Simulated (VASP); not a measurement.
# Hf, density of states: which settings are enough?

Hf, Fm-3m (no. 225), 1 atom in the cell. LDA; PAW potentials Hf_pv (LDA set). VASP 6.6.1.

Wanted: density of states by 0.5 eV bins within 4 %; centre of the states within 12 eV below the valence top within 0.01 eV; states at the Fermi level within 4 %.

What the run is for: density of states; Accuracy asked: tight; k mesh of the density: 12 × 12 × 12.

POSCAR:
```
Hf
1.0
    0.0000000000      2.2200000000      2.2200000000
    2.2200000000      0.0000000000      2.2200000000
    2.2200000000      2.2200000000      0.0000000000
Hf
1
Direct
    0.0000000000      0.0000000000      0.0000000000
```

The series start from Plane-wave cutoff (eV): 250; k-point mesh: 14 × 14 × 14; Energy points (NEDOS): 2001; Occupations for the DOS: ISMEAR=-5; Electronic threshold (eV): 1e-6; Precision mode (PREC): Accurate. Each series keeps the choices made before it, and each single choice may use up half of a tolerance. Times cover all steps of a run.

## Plane-wave cutoff (eV)

| Plane-wave cutoff (eV) | Density of states by 0.5 eV bins, largest deviation against the largest value | Centre of the states within 12 eV below the valence top (eV) | States at the Fermi level (states/eV/atom) | Time (s) |
|---|---|---|---|---|
| 180 | 2.6 % | -2.076 | 1.556 | 17 |
| 220 | 0.26 % | -2.048 | 1.565 | 20 |
| 250 | 0.11 % | -2.046 | 1.565 | 20 |
| 290 | 0.058 % | -2.046 | 1.565 | 24 |
| 350 | 0.013 % | -2.045 | 1.565 | 24 |
| 440 (reference) | 0 % | -2.045 | 1.566 | 33 |

Chosen: 220, the loosest value from which every tighter one stays within half of the tolerance.

## k-point mesh

| k-point mesh | Density of states by 0.5 eV bins, largest deviation against the largest value | Centre of the states within 12 eV below the valence top (eV) | States at the Fermi level (states/eV/atom) | Time (s) |
|---|---|---|---|---|
| 6 × 6 × 6 | 20 % | -2.134 | 1.545 | 14 |
| 8 × 8 × 8 | 13 % | -2.074 | 1.552 | 17 |
| 9 × 9 × 9 | 7.9 % | -2.067 | 1.487 | 16 |
| 12 × 12 × 12 | 3.4 % | -2.059 | 1.62 | 16 |
| 14 × 14 × 14 | 2.5 % | -2.048 | 1.565 | 20 |
| 17 × 17 × 17 | 1.6 % | -2.046 | 1.507 | 22 |
| 21 × 21 × 21 | 0.82 % | -2.052 | 1.524 | 22 |
| 25 × 25 × 25 (reference) | 0 % | -2.050 | 1.516 | 34 |

Chosen: 17 × 17 × 17.

## Energy points (NEDOS)

| Energy points (NEDOS) | Density of states by 0.5 eV bins, largest deviation against the largest value | Centre of the states within 12 eV below the valence top (eV) | States at the Fermi level (states/eV/atom) | Time (s) |
|---|---|---|---|---|
| 301 | 3.2 % | -2.104 | 1.555 | 23 |
| 501 | 0.48 % | -2.077 | 1.537 | 22 |
| 1001 | 0.49 % | -2.056 | 1.517 | 19 |
| 2001 | 0.14 % | -2.046 | 1.507 | 22 |
| 4001 (reference) | 0 % | -2.046 | 1.512 | 18 |

Chosen: 2001.

## Occupations for the DOS

| Occupations for the DOS | Density of states by 0.5 eV bins, largest deviation against the largest value | Centre of the states within 12 eV below the valence top (eV) | States at the Fermi level (states/eV/atom) | Time (s) |
|---|---|---|---|---|
| ISMEAR=-5 | 0 % | -2.046 | 1.507 | 22 |
| ISMEAR=-4 | 0 % | -2.046 | 1.507 | 16 |
| ISMEAR=0 SIGMA=0.05 | 4.6 % | -2.053 | 1.394 | 20 |
| ISMEAR=0 SIGMA=0.1 | 3.7 % | -2.051 | 1.424 | 22 |
| ISMEAR=-15 SIGMA=0.025 | 0.064 % | -2.046 | 1.507 | 23 |
| ISMEAR=1 SIGMA=0.1 | 4.3 % | -2.046 | 1.349 | 23 |

Chosen: ISMEAR=-5; no other choice that stays within half of the tolerance saves 30 % of the time.

## Electronic threshold (eV)

| Electronic threshold (eV) | Density of states by 0.5 eV bins, largest deviation against the largest value | Centre of the states within 12 eV below the valence top (eV) | States at the Fermi level (states/eV/atom) | Time (s) |
|---|---|---|---|---|
| 0.001 | 0.23 % | -2.053 | 1.523 | 20 |
| 0.0001 | 0.23 % | -2.053 | 1.523 | 21 |
| 1e-5 | 0.019 % | -2.046 | 1.507 | 21 |
| 1e-6 (reference) | 0 % | -2.046 | 1.507 | 22 |

Chosen: 1e-5.

## Precision mode (PREC)

| Precision mode (PREC) | Density of states by 0.5 eV bins, largest deviation against the largest value | Centre of the states within 12 eV below the valence top (eV) | States at the Fermi level (states/eV/atom) | Time (s) |
|---|---|---|---|---|
| Normal | 0 % | -2.046 | 1.507 | 14 |
| Accurate (reference) | 0 % | -2.046 | 1.507 | 21 |

Chosen: Normal.

## All choices together

| Input | Density of states by 0.5 eV bins, largest deviation against the largest value | Centre of the states within 12 eV below the valence top (eV) | States at the Fermi level (states/eV/atom) | Time (s) |
|---|---|---|---|---|
| defaults for smearing, thresholds and mesh (naive) | 56 % | -1.811 | 2.312 | 15 |
| chosen settings | 1.6 % | -2.046 | 1.507 | 14 |
| reference settings throughout | 0 % | -2.043 | 1.509 | 75 |

The tolerance is met.

## The input

INCAR.step1:
```
SYSTEM = Hf
  GGA = CA
  ISMEAR = 1
  SIGMA = 0.1
  LWAVE = .FALSE.
  LCHARG = .TRUE.
  NBANDS = 19
  PREC = Normal
  LASPH = .TRUE.
  LREAL = .FALSE.
  ALGO = Normal
  EDIFF = 1E-5
  NELM = 120
  GGA_COMPAT = .FALSE.
  ENCUT = 220
  LMAXMIX = 4
```

INCAR.step2, as INCAR.step1 but for:
```
- ISMEAR = 1
- SIGMA = 0.1
- LCHARG = .TRUE.
+ ISMEAR = -5
+ LCHARG = .FALSE.
+ NEDOS = 2001
+ LORBIT = 11
+ EMIN = -12.1955
+ EMAX = 12.8045
+ ICHARG = 11
```

KPOINTS.step1:
```
k-points
0
Gamma
  12 12 12
```

KPOINTS.step2:
```
Automatic mesh
0
Gamma
  17 17 17
  0 0 0
```

Commands (each step's output is kept before the next begins):
```
cat potpaw_LDA.64/Hf_pv/POTCAR > POTCAR
cp INCAR.step1 INCAR
cp KPOINTS.step1 KPOINTS
mpirun -np 1 vasp_std > vasp.out
cp INCAR.step2 INCAR
cp KPOINTS.step2 KPOINTS
mpirun -np 1 vasp_std > vasp.out
```

The chosen input took VASP 6.6.1 14 s on 1 core (AMD EPYC 9R14 (Zen 4)), a shared host.

## An input that fails: tetrahedra on too few k points

VASP's message: IBZKPT: tetrahedron method fails for NKPT<4. NKPT = 1.

k mesh: 14 × 14 × 14 becomes 1 × 1 × 1.

Changes against the starting input:
```
(step 2)
- NELM = 120
+ NELM = 91
```
